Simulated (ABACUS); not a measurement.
## PtS2 under changes of volume

One of the cells (18.261 Å³/atom); the others are scaled copies at fixed shape and fractional positions:

```
CELL_PARAMETERS angstrom
3.54320 0.00000 0.00000
-1.77160 3.06850 0.00000
0.00000 0.00000 5.03880
ATOMIC_POSITIONS crystal
Pt 0.00000 0.00000 0.00000
S 0.66667 0.33333 0.77300
S 0.33333 0.66667 0.22700
```

```yaml
Program: ABACUS 3.10.1
Functional: PBEsol
Potentials_or_basis: PseudoDojo NC SR 0.4.1 PBEsol standard
Cutoff: 1143 eV
Density_cutoff: 4572 eV
Basis: plane waves
k_mesh: 9 × 9 × 5
Occupations: fermi-dirac, width 0.05 eV
Spin: no spin polarisation
```

| volume (Å³/atom) | energy over the lowest point (meV/atom) | pressure (GPa) | gap on the mesh (eV) | largest force (eV/Å) |
| --- | --- | --- | --- | --- |
| 17.165 | 95.30 | 18.2 | 1.00 | 1.989 |
| 17.531 | 58.99 | 13.7 | 0.99 | 1.608 |
| 17.896 | 32.26 | 9.7 | 0.97 | 1.258 |
| 18.261 | 14.11 | 6.2 | 0.95 | 0.935 |
| 18.626 | 3.62 | 3.0 | 0.93 | 0.638 |
| 18.992 | 0.00 | 0.2 | 0.91 | 0.369 |
| 19.357 | ? | ? | ? | ? |

Problem. What does the run at 19.357 Å³/atom give?

Solution. Energy over the lowest point 2.52 meV/atom; pressure -2.4 GPa; gap on the mesh 0.89 eV; largest force 0.117 eV/Å.

Worked out: A Birch-Murnaghan fit of order 3 (a polynomial in V^(-2/3)) to the other rows has its minimum at 19.02 Å³/atom, just outside them, with B0 = V·E''(V) = 141 GPa and B' = 4.5 at fixed shape and positions, which overstates the stiffness. It gives 2.61 meV/atom at 19.357 Å³/atom, against the run's 2.52, and -dE/dV = -2.4 GPa, against -2.4. A straight line through the other rows of the gap, of slope -0.917 eV per unit of ln V, extrapolates to 0.90 eV, against the run's 0.89.

Energies are extrapolated to zero smearing.

Caveats: spin-orbit coupling is left out, which moves the levels of the heavy elements; an odd mesh through Γ misses points on the zone boundary, where band edges often lie; forces of over 1 eV/Å show positions far from the minimum, so gaps and moduli don't describe the material at rest (some runs).
